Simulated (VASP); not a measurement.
WS2 (Tungstenite):

```xyz
6
Lattice="3.1800 0.0000 0.0000 -1.5900 2.7540 0.0000 0.0000 0.0000 12.5000" Properties=species:S:1:pos:R:3 pbc="T T T"
W     1.5900    0.9180    9.3750
W     0.0000    1.8360    3.1250
S     1.5900    0.9180    4.6875
S     0.0000    1.8360   10.9375
S     1.5900    0.9180    1.5625
S     0.0000    1.8360    7.8125
```

- Program: VASP 6.6.1
- Task: relaxation of cell and atoms
- Functional: PBE
- Dispersion: D3(BJ)
- Potentials or basis: VASP PAW PBE potentials, release 64 (W_sv, S)
- Cutoff: 600 eV
- k mesh: 8 × 8 × 4
- Occupations: gaussian, width 0.02 eV
- Spin: no spin polarisation

At the start: pressure -1.5 GPa; volume 18.24 Å³/atom.

Question: Where does the relaxation end?

Answer: Over 13 steps the energy falls by 5.5 meV/atom and the volume is 17.43 Å³/atom (-4.5 %); space group P6_3/mmc (No. 194, to 0.05 Å).

Step by step:
| step | energy change (eV) | largest force (eV/Å) | pressure (GPa) | volume (Å³) |
| --- | --- | --- | --- | --- |
| 1 | 0.0000 | 0.1375 | -1.52 | 109.47 |
| 2 | -0.0075 | 0.3286 | 1.81 | 106.75 |
| 3 | -0.0119 | 0.2549 | 0.51 | 107.76 |
| 4 | -0.0145 | 0.0733 | -0.68 | 107.54 |
| 5 | -0.0163 | 0.0547 | -0.22 | 107.63 |
| 6 | -0.0200 | 0.0485 | -0.23 | 107.25 |
| 7 | -0.0287 | 0.0317 | -0.17 | 106.11 |
| 8 | -0.0312 | 0.0050 | 0.12 | 103.82 |
| 9 | -0.0329 | 0.0185 | -0.02 | 104.83 |
| 10 | -0.0329 | 0.0159 | -0.01 | 104.69 |
| 11 | -0.0329 | 0.0146 | -0.01 | 104.63 |
| 12 | -0.0328 | 0.0408 | -0.09 | 104.48 |
| 13 | -0.0330 | 0.0033 | -0.04 | 104.58 |

Final structure:
```yaml
crystal:
  lattice:
    - [3.15464, 0.00000, 0.00000]
    - [-1.57732, 2.73200, 0.00000]
    - [0.00000, 0.00000, 12.13412]
  atoms:
    - { symbol: W, position: [0.66667, 0.33333, 0.75000] }
    - { symbol: W, position: [0.33333, 0.66667, 0.25000] }
    - { symbol: S, position: [0.66667, 0.33333, 0.37978] }
    - { symbol: S, position: [0.33333, 0.66667, 0.87978] }
    - { symbol: S, position: [0.66667, 0.33333, 0.12022] }
    - { symbol: S, position: [0.33333, 0.66667, 0.62022] }
```
